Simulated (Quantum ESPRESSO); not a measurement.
**KCl (Sylvite) in Quantum ESPRESSO: convergence with smearing width**

Crystal: KCl (Sylvite).

```
CELL_PARAMETERS angstrom
0.00000 3.14647 3.14647
3.14647 0.00000 3.14647
3.14647 3.14647 0.00000
ATOMIC_POSITIONS crystal
K 0.98882 0.01186 0.99803
Cl 0.48303 0.50210 0.50564
```

The cell isn't the ideal one: atoms moved at random, drawn with an rms of 0.05 Å.

```yaml
Program: Quantum ESPRESSO 7.5
Task: single point
Functional: PBE
Potentials_or_basis: PseudoDojo 0.4 FR PBE stringent
Cutoff: 1007 eV
Density_cutoff: 4027 eV
k_mesh: 4 × 4 × 4
Occupations: methfessel-paxton, width 0.5 eV
Spin: spin-orbit coupling, no magnetisation
```

These are the settings of the first run; the series varies smearing width, with any setting tied to it.

Hardware: 1 thread of Arm Neoverse V1, on a shared host.

| smearing width | energy less the tightest run, at zero smearing (meV/atom) | SCF cycles | CPU time (s) | peak memory (GiB) |
| --- | --- | --- | --- | --- |
| 0.5 eV | 0.00 | 8 | 180 | 0.27 |
| 0.3 eV | 0.00 | 8 | 180 | 0.27 |
| 0.2 eV | 0.00 | 8 | 180 | 0.27 |
| 0.136 eV | 0.00 | 8 | 180 | 0.27 |
| 0.1 eV | 0.00 | 8 | 180 | 0.27 |
| 0.05 eV | 0.00 | 8 | 190 | 0.27 |
| 0.025 eV | 0.00 | 8 | 180 | 0.27 |
| 0.01 eV | 0.00 | 8 | 180 | 0.27 |

Against the tightest run, the energy stays within 1 meV/atom from 0.5 eV on. The tightest run that finished is the yardstick and may itself not be fully converged.

Caveat, for the tightest run too: the k mesh is coarse (spacing up to 0.43 Å⁻¹), so the values aren't converged; this smearing can shift energies of a crystal with a gap.
